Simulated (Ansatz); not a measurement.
The structure comes from a relaxation in the same program, started in the rocksalt type, and has space group Fm-3m. Whether it is a known phase or the ground state wasn't checked.

A run on SrO: DFT, PBE, all-electron LAPW, scalar-relativistic (Ansatz 0.2.0). The input:

```yaml
crystal:
  lattice:
    - [0.0, 2.5974064114, 2.5974064114]
    - [2.5974064114, 0.0, 2.5974064114]
    - [2.5974064114, 2.5974064114, 0.0]
  atoms:
    - { symbol: Sr, position: [0.0, 0.0, 0.0] }
    - { symbol: O, position: [0.5, 0.5, 0.5] }
kpoints:
  mp_grid: { grid: [13, 13, 13] }
scf:
  occupations: { method: fermi_dirac, width: 0.03 }
hamiltonian:
  xc: pbe
  pseudopotentials:
    kind: all_electron
    lapw: { basis_error: 0.001, muffin_tin_radii: { O: 1.399, Sr: 1.399 } }
output:
  forces: true
  stress: true
  eigenvalues: true
```

Problem. Is the run sound, and if not, why?

Solution. No. The program refused the input. The typed spheres overlap: twice 1.399 Å exceeds the shortest distance, 2.597 Å; smaller radii, or none typed, cure it. It says:
```
Error: `kind: all_electron` solves this crystal on LAPW (the input types lapw, or this build lists no dataset of some species for it), and no LAPW basis is found for it: the given muffin-tin radii of O and Sr, or the smallest supported ones, add up to 2.798 Å, and 2.597 Å are free between these atoms; give smaller radii, or leave one out; where each species has a listed dataset, leave lapw and dirac_shells out and run without spin–orbit coupling, or set another kind (and leave the keys of all_electron out)
```
